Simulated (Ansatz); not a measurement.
# Ge — ⁷³Ge NMR of the central transition

Cell: a COD entry, ions relaxed with PBE at fixed cell.

```cif
data_Ge
_symmetry_space_group_name_H-M 'P4_32_12'
_symmetry_Int_Tables_number 96
_cell_length_a 5.9300
_cell_length_b 5.9300
_cell_length_c 6.9800
_cell_angle_alpha 90.000
_cell_angle_beta 90.000
_cell_angle_gamma 90.000
loop_
_atom_site_label
_atom_site_type_symbol
_atom_site_symmetry_multiplicity
_atom_site_Wyckoff_symbol
_atom_site_fract_x
_atom_site_fract_y
_atom_site_fract_z
Ge1 Ge 4 a 0.0900 0.0900 0.0000
Ge5 Ge 8 b 0.1724 0.3692 0.2595
```

One atom of each set is listed.

Computed with Ansatz: DFT, PBE, plane waves and PAW (field gradients read without the response of the frozen cores, which leaves them typically 4 to 6 % off), scalar-relativistic, 420 eV cutoff, Γ-centred 6×6×5 k-points, Fermi–Dirac smearing 0.05 eV.

⁷³Ge has I = 9/2 and Q = -196.0 mb (Pyykkö 2018); at 21.1 T its Larmor frequency is ν₀ = 31.4 MHz. Only the quadrupole interaction is simulated: positions count from each site's isotropic chemical shift, and shift anisotropy, dipolar and J coupling are left out.

Simulated pattern of one Ge site (static powder, Gaussian broadening 3 kHz):

| offset (kHz) | height |
| --- | --- |
| -118.6 | 0 |
| -112.7 | 1 |
| -106.7 | 24 |
| -100.8 | 32 |
| -94.9 | 33 |
| -89.0 | 35 |
| -83.1 | 36 |
| -77.2 | 37 |
| -71.3 | 39 |
| -65.4 | 41 |
| -59.5 | 43 |
| -53.6 | 46 |
| -47.7 | 48 |
| -41.8 | 52 |
| -35.9 | 56 |
| -30.0 | 62 |
| -24.1 | 70 |
| -18.2 | 87 |
| -12.3 | 100 |
| -6.3 | 84 |
| -0.4 | 82 |
| 5.5 | 88 |
| 11.4 | 99 |
| 17.3 | 74 |
| 23.2 | 40 |
| 29.1 | 36 |
| 35.0 | 33 |
| 40.9 | 31 |
| 46.8 | 29 |
| 52.7 | 21 |
| 58.6 | 1 |
| 64.5 | 0 |

Task: Which |C_Q| and η does the pattern imply?

Result: The pattern spans 163 kHz before broadening and its centre of gravity is at -22.0 kHz, which fixes P_Q; the places of the horns and steps fix η. That gives P_Q = 22.3 MHz, |C_Q| = 20.4 MHz and η = 0.77, the values that the calculation gives site Ge1 (4 Ge at 2.49–2.50 Å). The other sites have |C_Q| = 26.8 MHz. The sign of C_Q can't be read from the pattern.

With a gap of 0.5 eV on this mesh, the gradients can still move by some per cent as the k-mesh gets denser.
